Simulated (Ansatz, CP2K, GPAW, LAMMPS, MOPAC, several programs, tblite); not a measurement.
What each method gives for KCl (wurtzite)

KCl in the wurtzite structure (it has left that coordination), relaxed with r2SCAN in Ansatz, was computed with several methods. The symmetry is P6_3/mmc (No. 194, hexagonal); conventional cell a = 5.344 Å, c = 6.239 Å, 38.57 Å³ an atom. K has 5 Cl at 3.09–3.12 Å; Cl has 5 K at 3.09–3.12 Å. These are computed values for a spin-unpolarised cell that may be hypothetical; none is a measurement.

Space group P6_3/mmc (No. 194). a = 5.344 Å, b = 5.344 Å, c = 6.239 Å, α = 90.00°, β = 90.00°, γ = 120.00°

| atom | site | symmetry | x | y | z |
| --- | --- | --- | --- | --- | --- |
| K | 2d | -6m2 | 0.3333 | 0.6667 | 0.7500 |
| Cl | 2c | -6m2 | 0.3333 | 0.6667 | 0.2500 |

Gaps and times are for a single point on this cell; volume and bulk modulus come from each method's own relaxation or energy curve at fixed shape, which is too stiff where a cell has free coordinates or axes. Times are rough, from shared hosts (Arm Neoverse V1), and each method has its own mesh and cell size. A double dagger marks a value from a curve with shape and coordinates held. PM6 (MOPAC), PM7 (MOPAC), GFN1-xTB (tblite), GFN2-xTB (tblite) treat a cluster of cells at its zone centre, which samples few k points: where these miss a band edge, the gap comes out too large for that reason alone. Gaps from k meshes are read at a limited set of points (mesh, symmetry points, PBE's band edges), so each method's own least gap may be somewhat smaller. Force fields have no electrons; where one was fitted to this phase, its volume and modulus reflect the fit. xTB and the PM methods were fitted mostly to molecules, and can miss a solid's gap by electronvolts. Minimal bases can be far off for gaps. d marks a direct gap, i an indirect one (no mark: not told apart), a dash a value that wasn't computed or didn't pass its checks.

```csv
method,kind,gap (eV),own volume (Å³/atom),bulk modulus (GPa),atoms computed,processor time
ffield.eim (LAMMPS),force field,–,–,–,4,0.13 s
"light PBE (260 eV, its own mesh)",light plane-wave,4.77 d,–,–,4,1.2 s
GFN1-xTB (tblite),tight binding,2.35,–,–,32,1.5 s
PM7 (MOPAC),semi-empirical,12.93,–,–,32,1.5 s
PM6 (MOPAC),semi-empirical,10.85,–,–,32,1.7 s
GFN2-xTB (tblite),tight binding,2.16,–,–,32,2.3 s
PBE,semilocal,4.77 d,39.79,13‡,4,5 s
PBE/SZV (CP2K),small basis,3.36 d,40.63‡,16‡,4,9.9 s
r2SCAN,semilocal,5.35 d,38.57,15‡,4,11 s
PBE/DZVP (CP2K),small basis,4.76 d,40.13‡,13‡,4,21 s
PBE/single zeta (GPAW),small basis,4.26 d,–,–,4,2.6 min
```

Against r2SCAN (5.35 eV) the nearest gap at the points sampled is that of PBE (-0.58 eV) and the farthest that of PM7 (MOPAC) (+7.58 eV). r2SCAN is only a yardstick of convenience: semilocal gaps usually lie below measured ones, which GLLB-SC and hybrids aim to mend.

Volumes against r2SCAN's: PBE +3.1 %.

Runs without a result: GLLB-SC (GPAW) (single point).
